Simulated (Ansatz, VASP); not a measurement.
**BN: VASP beside Ansatz**

```
CELL_PARAMETERS angstrom
1.27907 0.71637 3.47348
-1.27907 0.71637 3.47348
0.00000 -1.53393 3.49515
ATOMIC_POSITIONS crystal
B 0.03564 0.03564 0.00030
N 0.29680 0.29680 0.33214
```

Alike in both runs: task single point; functional PBE; k mesh 12 × 12 × 12; occupations gaussian, width 0.02 eV; no spin polarisation.

|  | VASP | Ansatz |
| --- | --- | --- |
| version | VASP 6.6.1 | Ansatz 0.2.0 |
| potentials or method | VASP PAW PBE potentials, release 64 (B, N) | scalar-relativistic, plane waves, PAW |
| plane-wave cutoff (eV) | 520 | 420 |
| valence electrons in the cell | 8 | 8 |

Ansatz gave:

| Property | Result |
| --- | --- |
| gap on the k mesh at the Fermi level (eV) | 1.18 |
| least direct gap on the mesh (eV) | 1.18 |
| pressure (GPa) | -23.0 |
| largest component of the traceless stress (GPa) | 9.32 |
| rms of the force components (eV/Å) | 3.851 |

Problem. What did VASP give for the same quantities?

Solution. gap on the k mesh at the Fermi level (eV): 1.18; least direct gap on the mesh (eV): 1.18; pressure (GPa): -23.0; largest component of the traceless stress (GPa): 9.45; rms of the force components (eV/Å): 3.850.

Atom by atom the forces differ by 0.008 eV/Å (rms over components). With one functional, cell and mesh, what is left measures potentials, basis and numerics.

Caveats: so large a pressure means that the cell lies far from this level's equilibrium, or that cutoff or potentials fall short (VASP); forces of over 1 eV/Å show positions far from the minimum, so gaps and moduli don't describe the material at rest. A k mesh can miss the band edges.
